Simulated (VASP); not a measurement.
# InAs (F-43m) in VASP: settings compared

Aim: see how the results for InAs move with the level of theory and the settings. Levels: HSE06, PBE. Tasks: band structure.

Everything below comes from runs of VASP 6.6.1. Logs are shortened: lines on timing, memory, paths and dates and some standing lists are left out, and cuts for length are marked.

**The experiment to reproduce.**

From a printed reference work, data compilation, for a bulk crystal of InAs at 4.2 K: band gap 0.418 eV (direct).

The runs below are set against these values where they give the same quantity.

## 1. Starting point

Symmetry: F-43m, No. 216, cubic system. The conventional cell has a = 6.058 Å, b = 6.058 Å, c = 6.058 Å, α = 90.00°, β = 90.00°, γ = 90.00°. In (site symmetry -43m) has 4 As at 2.62 Å as nearest neighbours. Around As (site symmetry -43m) lie 4 In at 2.62 Å.

## 2. Band structure, HSE06

The input, POSCAR:

```
InAs
1.0
    0.0000000000      3.0290000000      3.0290000000
    3.0290000000      0.0000000000      3.0290000000
    3.0290000000      3.0290000000      0.0000000000
In As
1 1
Direct
    0.0000000000      0.0000000000      0.0000000000
    0.2500000000      0.2500000000      0.2500000000
```

The input, INCAR.step1:

```
SYSTEM = InAs
ALGO = Normal
EDIFF = 1E-5
ENCUT = 520
GGA = PE
ISIF = 2
ISMEAR = -1
LASPH = .True.
LCHARG = .False.
LREAL = .False.
LWAVE = .True.
NELM = 80
PREC = Accurate
SIGMA = 0.02
```

The input, INCAR.step2:

```
SYSTEM = InAs
ALGO = Normal
EDIFF = 1E-7
ENCUT = 520
GGA = PE
HFSCREEN = 0.2
ISIF = 2
ISMEAR = -1
ISTART = 1
LASPH = .True.
LCHARG = .False.
LHFCALC = .True.
LREAL = .False.
LWAVE = .False.
NELM = 80
PREC = Accurate
PRECFOCK = Fast
SIGMA = 0.02
```

The input, KPOINTS:

```
k-points
0
Gamma
  6 6 6
  0 0 0
```

The input, KPOINTS_OPT:

```
path GXWKGLUWLK,UX
10
line-mode
reciprocal
 0.0000000000  0.0000000000  0.0000000000  G
 0.5000000000  0.0000000000  0.5000000000  X

 0.5000000000  0.0000000000  0.5000000000  X
 0.5000000000  0.2500000000  0.7500000000  W

 0.5000000000  0.2500000000  0.7500000000  W
 0.3750000000  0.3750000000  0.7500000000  K

 0.3750000000  0.3750000000  0.7500000000  K
 0.0000000000  0.0000000000  0.0000000000  G

 0.0000000000  0.0000000000  0.0000000000  G
 0.5000000000  0.5000000000  0.5000000000  L

 0.5000000000  0.5000000000  0.5000000000  L
 0.6250000000  0.2500000000  0.6250000000  U

 0.6250000000  0.2500000000  0.6250000000  U
 0.5000000000  0.2500000000  0.7500000000  W

 0.5000000000  0.2500000000  0.7500000000  W
 0.5000000000  0.5000000000  0.5000000000  L

 0.5000000000  0.5000000000  0.5000000000  L
 0.3750000000  0.3750000000  0.7500000000  K

 0.6250000000  0.2500000000  0.6250000000  U
 0.5000000000  0.0000000000  0.5000000000  X
```

Potentials or basis: VASP PAW PBE potentials, release 64 (In_d, As).

Launch:

```sh
$ cat potpaw_PBE.64/In_d/POTCAR potpaw_PBE.64/As/POTCAR > POTCAR
$ cp INCAR.step1 INCAR
$ mpirun -np 1 vasp_std > vasp.out
$ cp INCAR.step2 INCAR
$ mpirun -np 1 vasp_std > vasp.out
```

OUTCAR:

```text
SYSTEM = InAs
   EDIFF = 1E-7
   ENCUT = 520
   GGA = PE
   HFSCREEN = 0.2
   ISIF = 2
   ISMEAR = -1
   ISTART = 1
   LASPH = .True.
   LHFCALC = .True.
   LREAL = .False.
   NELM = 80
   PREC = Accurate
   PRECFOCK = Fast

 ion  position               nearest neighbor table
   1  0.000  0.000  0.000-   2 2.62   2 2.62   2 2.62   2 2.62
   2  0.250  0.250  0.250-   1 2.62   1 2.62   1 2.62   1 2.62

  LATTYP: Found a face centered cubic cell.
 ALAT       =     6.0580000000

  Lattice vectors:

 A1 = (   0.0000000000,   3.0290000000,   3.0290000000)
 A2 = (   3.0290000000,   0.0000000000,   3.0290000000)
 A3 = (   3.0290000000,   3.0290000000,   0.0000000000)

Analysis of symmetry for initial positions (statically):
=====================================================================
 Subroutine PRICEL returns:
 Original cell was already a primitive cell.

 Routine SETGRP: Setting up the symmetry group for a
 face centered cubic supercell.

 Subroutine GETGRP returns: Found 24 space group operations
 (whereof 24 operations were pure point group operations)
 out of a pool of 48 trial point group operations.

The static configuration has the point symmetry T_d .

Analysis of symmetry for dynamics (positions and initial velocities):
=====================================================================
 Subroutine PRICEL returns:
 Original cell was already a primitive cell.

 Routine SETGRP: Setting up the symmetry group for a
 face centered cubic supercell.

 Subroutine GETGRP returns: Found 24 space group operations
 (whereof 24 operations were pure point group operations)
 out of a pool of 48 trial point group operations.

The dynamic configuration has the point symmetry T_d .

 Subroutine INISYM returns: Found 24 space group operations
 (whereof 24 operations are pure point group operations),
 and found     1 'primitive' translations

----------------------------------------------------------------------------------------

                                     Primitive cell

  volume of cell :      55.5812

  direct lattice vectors                    reciprocal lattice vectors
     0.000000000  3.029000000  3.029000000    -0.165070981  0.165070981  0.165070981
     3.029000000  0.000000000  3.029000000     0.165070981 -0.165070981  0.165070981
     3.029000000  3.029000000  0.000000000     0.165070981  0.165070981 -0.165070981

  length of vectors
     4.283652880  4.283652880  4.283652880     0.285911325  0.285911325  0.285911325

  position of ions in fractional coordinates (direct lattice)
     0.000000000  0.000000000  0.000000000
     0.250000000  0.250000000  0.250000000

  ion indices of the primitive-cell ions
   primitive index   ion index
                 1           1
                 2           2

----------------------------------------------------------------------------------------

 KPOINTS: k-points

Automatic generation of k-mesh.
 Grid dimensions read from file:
 generate k-points for:    6    6    6

 Generating k-lattice:

  Cartesian coordinates                     Fractional coordinates (reciprocal lattice)
    -0.027511830  0.027511830  0.027511830     0.166666667  0.000000000  0.000000000
     0.027511830 -0.027511830  0.027511830     0.000000000  0.166666667  0.000000000
     0.027511830  0.027511830 -0.027511830     0.000000000  0.000000000  0.166666667

  Length of vectors
     0.047651888  0.047651888  0.047651888

  Shift w.r.t. Gamma in fractional coordinates (k-lattice)
     0.000000000  0.000000000  0.000000000

 Subroutine IBZKPT returns following result:
 ===========================================

 Found     16 irreducible k-points:

 Following reciprocal coordinates:
            Coordinates               Weight
  0.000000  0.000000  0.000000      1.000000
  0.166667  0.000000  0.000000      8.000000
  0.333333  0.000000  0.000000      8.000000
  0.500000  0.000000  0.000000      4.000000
  0.166667  0.166667  0.000000      6.000000
  0.333333  0.166667  0.000000     24.000000
[... 8 lines left out ...]
 -0.333333  0.333333  0.166667     24.000000
 -0.333333  0.500000  0.166667     12.000000
   k-points           NKPTS =     16   k-points in BZ     NKDIM =    216   number of bands    NBANDS=     13
   number of dos      NEDOS =    301   number of ions     NIONS =      2
   total plane-waves  NPLWV =  32768
   dimension x,y,z NGX =    32 NGY =   32 NGZ =   32
   dimension x,y,z NGXF=    64 NGYF=   64 NGZF=   64
   ions per type =               1   1
   NGX,Y,Z   is equivalent  to a cutoff of  12.42, 12.42, 12.42 a.u.
   NGXF,Y,Z  is equivalent  to a cutoff of  24.84, 24.84, 24.84 a.u.
 SYSTEM =  InAs
   PREC   = accura    normal or accurate (medium, high low for compatibility)
   ISTART =      1    job   : 0-new  1-cont  2-samecut
   ICHARG =      0    charge: 1-file 2-atom 10-const
   ISPIN  =      1    spin polarized calculation?
   LNONCOLLINEAR =      F non collinear calculations
   LSORBIT =      F    spin-orbit coupling
   LASPH  =      T    aspherical Exc in radial PAW
   ENCUT  =  520.0 eV  38.22 Ry    6.18 a.u.   7.96  7.96  7.96*2*pi/ulx,y,z
   NELM   =     80;   NELMIN=  2; NELMDL=  0     # of ELM steps
   EDIFF  = 0.1E-06   stopping-criterion for ELM
   LREAL  =      F    real-space projection
   EDIFFG = 0.1E-05   stopping-criterion for IOM
   NSW    =      0    number of steps for IOM
   IBRION =     -1    ionic relax: 0-MD 1-quasi-New 2-CG
   NFREE  =      0    steps in history (QN), initial steepest desc. (CG)
   ISIF   =      2    stress and relaxation
   ISYM   =      3    0-nonsym 1-usesym 2-fastsym
   POTIM  = 0.5000    time-step for ionic-motion
   TEBEG  =    0.0;   TEEND  =   0.0 temperature during run
   PSTRESS=    0.0 pullay stress
   NELECT =      18.0000    total number of electrons
   NUPDOWN=      -1.0000    fix difference up-down
   EMIN   =  10.00;   EMAX   =-10.00  energy-range for DOS
   EFERMI =   0.00;   METHOD = LEGACY
   ISMEAR =    -1;   SIGMA  =   0.02  broadening in eV -4-tet -1-fermi 0-gaus
   EFERMI_NEDOS =   21; number of points for ismear=-14 and -15
   IALGO  =     38    algorithm
   IMIX   =      1    mixing-type and parameters
     AMIX     =   0.40;   BMIX     =  1.00
     AMIX_MAG =   1.60;   BMIX_MAG =  1.00
  volume/ion in A,a.u.               =      27.79       187.54
  Fermi-wavevector in a.u.,A,eV,Ry     =   1.124233  2.124493 17.196406  1.263900
  Thomas-Fermi vector in A             =   2.260904
   LORBIT       =      0    0 simple, 1 ext, 2 COOP (PROOUT), +10 PAW based schemes
   GGA     = PE    functional components
   LHFCALC =     T    Hartree Fock is set to
   PRECFOCK=fast      Normal, Fast or Accurate (Low or Medium for compatibility)
   ENCUT4O =  -1.0   cutoff for four orbital integrals eV
   NKREDX  =     1    reduce k-point grid by
   NKREDY  =     1    reduce k-point grid by
   NKREDZ  =     1    reduce k-point grid by
   AEXX    =    0.2500 exact exchange contribution
   HFSCREEN=    0.2000 screening length (either q_TF or 0.3 A-1)
   HFSCREENC=   0.2000 screening length for correlation (either q_TF or 0.3 A-1)
   ENCUTFOCK=  -1.0 apply spherical cutoff to Coloumb kernel
   IVDW    =     0    specifies the selected vdW correction
   LEPSILON=     F    determine dielectric tensor
   LRPA    =     F    only Hartree local field effects (RPA)
 non-spin polarized calculation
  energy-cutoff  :      520.00
  volume of cell :       55.58
 maximum number of plane-waves:      1524
  NGX = 18; NGY = 18; NGZ = 18

 number of electron      17.9999990 magnetization

 Free energy of the ion-electron system (eV)
  ---------------------------------------------------
  ext. energy  EPLUGINS =         0.00000000
  ---------------------------------------------------
  free energy    TOTEN  =        -9.23984504 eV

  energy without entropy =       -9.23984502  energy(sigma->0) =       -9.23984503

 E-fermi :   4.3065     XC(G=0):  -7.5501

 val. band max:        4.0358531830   @ k =   0.0000   0.0000   0.0000
 cond. band min:       4.5551584389   @ k =   0.0000   0.0000   0.0000
 fundamental gap:      0.5193052558
 Fermi energy:         4.3064825247

 k-point     1 :       0.0000    0.0000    0.0000
  band No.  band energies     occupation
      1     -12.0910      2.00000
      2     -12.0910      2.00000
      3     -12.0910      2.00000
      4     -11.9597      2.00000
      5     -11.9597      2.00000
      6      -8.9696      2.00000
      7       4.0359      2.00000
      8       4.0359      2.00000
      9       4.0359      2.00000
     10       4.5552      0.00001
     11       8.7234      0.00000
     12       8.7234      0.00000
     13       8.7234      0.00000

 k-point     2 :       0.1667    0.0000    0.0000
  band No.  band energies     occupation
      1     -12.1205      2.00000
      2     -12.0814      2.00000
      3     -12.0814      2.00000
      4     -11.9598      2.00000
      5     -11.9598      2.00000
      6      -8.6657      2.00000
      7       1.4897      2.00000
      8       3.7046      2.00000
      9       3.7046      2.00000
     10       5.9657      0.00000
     11       9.1368      0.00000
     12       9.1959      0.00000
     13       9.1959      0.00000

 k-point     3 :       0.3333    0.0000    0.0000
  band No.  band energies     occupation
      1     -12.1755      2.00000
      2     -12.0652      2.00000
      3     -12.0652      2.00000
      4     -11.9565      2.00000
      5     -11.9565      2.00000
      6      -7.9042      2.00000
      7      -1.0401      2.00000
      8       3.1870      2.00000
      9       3.1870      2.00000
     10       5.8557      0.00000
     11       9.5651      0.00000
     12       9.5651      0.00000
     13      11.0959      0.00000
[... 177 lines left out ...]
 k-point    15 :      -0.3333    0.3333    0.1667
  band No.  band energies     occupation
      1     -12.2271      2.00000
      2     -12.0457      2.00000
      3     -12.0267      2.00000
      4     -11.9707      2.00000
      5     -11.9529      2.00000
      6      -6.9156      2.00000
      7      -2.0054      2.00000
      8       0.7150      2.00000
      9       1.8077      2.00000
     10       8.2161      0.00000
     11       8.9047      0.00000
     12      10.5185      0.00000
     13      12.1093      0.00000

 k-point    16 :      -0.3333    0.5000    0.1667
  band No.  band energies     occupation
      1     -12.2432      2.00000
      2     -12.0328      2.00000
      3     -12.0158      2.00000
      4     -11.9816      2.00000
      5     -11.9473      2.00000
      6      -6.7389      2.00000
      7      -2.1387      2.00000
      8       1.0065      2.00000
      9       1.0901      2.00000
     10       7.8027      0.00000
     11       8.2731      0.00000
     12      11.4174      0.00000
     13      11.9398      0.00000

------------------------ aborting loop because EDIFF is reached ----------------------------------------

  FORCE on cell =-STRESS in cart. coord.  units (eV):
  Direction    XX          YY          ZZ          XY          YZ          ZX
  --------------------------------------------------------------------------------------
  -------------------------------------------------------------------------------------
  Total        0.4653528      0.4653528      0.4653528      0.0000000     -0.0000000     -0.0000000
  in kB       13.4142110     13.4142110     13.4142110      0.0000000     -0.0000000     -0.0000000
  external PRESSURE =      13.4142110 kB  Pullay stress =       0.0000000 kB

 VOLUME and BASIS-vectors are now :
 -----------------------------------------------------------------------------
  energy-cutoff  :      520.00
  volume of cell :       55.58
      direct lattice vectors                 reciprocal lattice vectors
     0.000000000  3.029000000  3.029000000    -0.165070981  0.165070981  0.165070981
     3.029000000  0.000000000  3.029000000     0.165070981 -0.165070981  0.165070981
     3.029000000  3.029000000  0.000000000     0.165070981  0.165070981 -0.165070981

 POSITION                                       TOTAL-FORCE (eV/Angst)
 -----------------------------------------------------------------------------------
      0.00000      0.00000      0.00000        -0.000000     -0.000000     -0.000000
      1.51450      1.51450      1.51450         0.000000      0.000000      0.000000
 -----------------------------------------------------------------------------------
    total drift:                                0.000004      0.000005      0.000004

  FREE ENERGIE OF THE ION-ELECTRON SYSTEM (eV)
  ---------------------------------------------------
  free  energy   TOTEN  =        -9.2398450423 eV

  energy  without entropy=       -9.2398450217  energy(sigma->0) =       -9.23984503
```

It took 83 min on 1 thread of Intel Xeon Platinum 8488C (Sapphire Rapids), shared host; peak memory 0.38 GiB.

What came out:

| Quantity | Value |
| --- | --- |
| Free energy | -9.2398 eV |
| Pressure | 1.3 GPa |
| Band gap on the k mesh | 0.52 eV, direct |
| Band gap along the path | 0.52 eV, direct |

Levels at the corners of the path, in eV from the valence-band top:
```
point  band 5  band 6  band 7  band 8  band 9  band 10  band 11  band 12  band 13
    Γ  -16.00  -13.01    0.00    0.00    0.00     0.52     4.69     4.69     4.69
    X  -15.97  -10.81   -6.30   -2.51   -2.51     2.15     2.74    10.29    10.47
    X  -15.97  -10.81   -6.30   -2.51   -2.51     2.15     2.74    10.29    10.47
    W  -15.99  -10.76   -6.13   -3.19   -3.07     5.00     5.14     5.90     6.86
    W  -15.99  -10.76   -6.13   -3.19   -3.07     5.00     5.14     5.90     6.86
    K  -15.98  -10.84   -6.14   -3.52   -2.10     2.78     5.10     8.31     8.43
    K  -15.98  -10.84   -6.14   -3.52   -2.10     2.78     5.10     8.31     8.43
    Γ  -16.00  -13.01    0.00    0.00    0.00     0.52     4.69     4.69     4.69
    Γ  -16.00  -13.01    0.00    0.00    0.00     0.52     4.69     4.69     4.69
    L  -15.99  -11.41   -6.23   -1.06   -1.06     1.66     5.47     5.47     7.72
    L  -15.99  -11.41   -6.23   -1.06   -1.06     1.66     5.47     5.47     7.72
    U  -15.98  -10.84   -6.14   -3.52   -2.10     2.78     5.10     8.31     8.43
    U  -15.98  -10.84   -6.14   -3.52   -2.10     2.78     5.10     8.31     8.43
    W  -15.99  -10.76   -6.13   -3.19   -3.07     5.00     5.14     5.90     6.86
    W  -15.99  -10.76   -6.13   -3.19   -3.07     5.00     5.14     5.90     6.86
    L  -15.99  -11.41   -6.23   -1.06   -1.06     1.66     5.47     5.47     7.72
    L  -15.99  -11.41   -6.23   -1.06   -1.06     1.66     5.47     5.47     7.72
    K  -15.98  -10.84   -6.14   -3.52   -2.10     2.78     5.10     8.31     8.43
    U  -15.98  -10.84   -6.14   -3.52   -2.10     2.78     5.10     8.31     8.51
    X  -15.97  -10.81   -6.30   -2.51   -2.51     2.15     2.74    10.32    10.47
```

Caveat: the PAW data sets were made with another functional, which shifts forces and pressure a little; spin-orbit coupling is left out, which moves the levels of the heavy elements.

(Continued in part 2 of 2.)
